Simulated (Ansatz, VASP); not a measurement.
This is a calculation of Ru for Ansatz 0.2.0.

Contents of input.yaml:

```yaml
crystal:
  lattice:
    - [2.6876397213, 0.0, 0.0]
    - [-1.3438198606, 2.3275642749, 0.0]
    - [0.0, 0.0, 4.2531615502]
  atoms:
    - { symbol: Ru, position: [0.6666666667, 0.3333333333, 0.75] }
    - { symbol: Ru, position: [0.3333333333, 0.6666666667, 0.25] }
kpoints:
  mp_grid: { grid: [8, 8, 5] }
scf:
  occupations: { method: fermi_dirac, width: 0.02 }
hamiltonian:
  xc: pbe
  dispersion: d3bj
  pseudopotentials: { kind: all_electron, lapw: { basis_error: 0.001 } }
magnetization:
  noncollinear: true
  spin_orbit: true
output:
  forces: true
  stress: true
  eigenvalues: true
```

Potentials or basis: all-electron LAPW, relativistic spinors.

Command:

```sh
$ ansatz run input.yaml --threads 1 --pin off --max-ram 3072MiB --backend cpu --events-out ev --progress --plain --runs-dir out
```

**Question.** Translate it to VASP 6.6.1. Potentials there: VASP PAW PBE potentials, release 64 (Ru_pv).

**Answer.** As run (the cutoff follows the program's own potentials):

INCAR

```
SYSTEM = Ru
PREC     = Accurate       ! precision mode
ENCUT    = 520            ! plane-wave cutoff, eV
EDIFF    = 1E-6           ! SCF threshold, eV
ISMEAR   = -1             ! smearing method
SIGMA    = 0.02           ! smearing width, eV
LREAL    = .FALSE.        ! projectors in reciprocal space
LASPH    = .TRUE.         ! aspherical terms in the spheres
NELM     = 150            ! most SCF steps
ALGO     = Normal         ! electronic algorithm
ISIF     = 2              ! what is computed and relaxed
LWAVE    = .FALSE.        ! write WAVECAR
LCHARG   = .FALSE.        ! write CHGCAR
MAGMOM   = 0 0 0 0 0 0    ! initial moments
LORBIT   = 11             ! projections on sites
LSORBIT  = .TRUE.         ! spin-orbit coupling
GGA_COMPAT= .FALSE.      
LORBMOM  = .TRUE.       
LMAXMIX  = 4              ! l up to which the mixer works
GGA      = PE             ! functional
IVDW     = 12             ! dispersion correction
NBANDS   = 40             ! bands
```

File KPOINTS:

```
regular mesh
0
G
  8 8 5
  0 0 0
```

File POSCAR:

```
Ru
1.0
    2.6876397213      0.0000000000      0.0000000000
   -1.3438198606      2.3275642749      0.0000000000
    0.0000000000      0.0000000000      4.2531615502
Ru
2
Direct
    0.6666666667      0.3333333333      0.7500000000
    0.3333333333      0.6666666667      0.2500000000
```

Potentials or basis: VASP PAW PBE potentials, release 64 (Ru_pv).

Launch:

```sh
$ cat potpaw_PBE.64/Ru_pv/POTCAR > POTCAR
$ mpirun -np 1 vasp_ncl > vasp.out
```

Both were run:

|  | VASP | Ansatz | Ansatz less VASP |
| --- | --- | --- | --- |
| gap on the k mesh at the Fermi level (eV) | none | none | - |
| pressure (GPa) | 3.3 | 3.2 | -0.08 |
| largest component of the traceless stress (GPa) | 0.36 | 0.34 | -0.019 |
| net moment per atom (μB) | 0.00 | 0.00 | 0.000 |
| dispersion energy (meV/atom) | -637.5 | -637.6 | -0.17 |

A gap of «none» marks a metal or a gap that the smearing closes. Ansatz ran all-electron here, so the differences hold the error of VASP's frozen core and of both bases.

Caveats: the k mesh is thin for a metal, which can move the energy by tens of meV per atom (Ansatz); pairwise dispersion overbinds metals, which lowers pressure and volume (Ansatz).
